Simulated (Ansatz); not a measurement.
TiPbO3: stationary points along a deformation path

All numbers below come from DFT PBE, scalar-relativistic, plane waves, PAW (Ansatz 0.2.0). Cutoff 420 eV, Γ-centred 8×8×6 k-points, Gaussian smearing of 0.05 eV. Spin–orbit coupling is left out, which can shift energies with elements as heavy as these. No spin polarisation. Energies are free energies at this smearing, counted from the undisturbed cell; pressure is positive in compression.

Reference structure (relaxed at this level):

```
CELL_PARAMETERS angstrom
3.83936 0.00000 0.00000
0.00000 3.83936 0.00000
0.00000 0.00000 4.77895
ATOMIC_POSITIONS crystal
Ti 0.50000 0.50000 0.51640
Pb 0.00000 0.00000 0.95751
O 0.50000 0.50000 0.15229
O 0.50000 0.00000 0.62750
O 0.00000 0.50000 0.62750
```

At fixed volume and fractional coordinates, lengths along (0.000, 0.000, 1.000) are scaled against those across it; ρ is that ratio over its starting value. V = 14.089 Å³/atom. Δσ is the stress along the axis less the mean stress across it (compression positive).

```csv
ρ,ΔE (meV/atom),Δσ (GPa),space group
0.800,262.3,44.86,P4mm
0.850,130.5,29.73,P4mm
0.920,31.7,13.50,P4mm
0.960,7.3,6.20,P4mm
1.000,0.0,0.02,P4mm
1.050,9.4,-6.43,P4mm
1.100,34.4,-11.79,P4mm
1.200,117.0,-20.34,P4mm
```

**Question.** How does the stress give the slope of the energy, and where is the energy stationary?

**Answer.** Along the path d ln(length) is 2/3 d ln ρ on the axis and −1/3 d ln ρ across it, so dE/d ln ρ = −(2/3) V Δσ: the energy falls with ρ where Δσ is positive. Δσ vanishes or changes sign at ρ = 1.000 (P4mm), a minimum at 0.0 meV/atom. Pairs of stationary points between two samples would go unseen, and could change a minimum read from distant neighbours into a maximum.

**Question.** Integrate that slope from ρ = 1 to 1.200 by the trapezoid rule.

**Answer.** With V/N in Å³ and 1 eV/Å³ = 160.2 GPa the slopes at ρ = 1.000, 1.050, 1.100, 1.200 are -1, 377, 691, 1192 meV/atom per unit of ln ρ. The steps add 9.2 + 24.8 + 82.0 = 116.0 meV/atom, against 117.0 from the energies; the trapezoid rule misses the curvature of the slope within each step.

Forces appear on the atoms along this scan, and letting them relax would lower the energy and soften the response.

Cost: 8 runs of about 1.3 core-minutes in all, on AMD EPYC 7R43 (Zen 3) (shared hosts).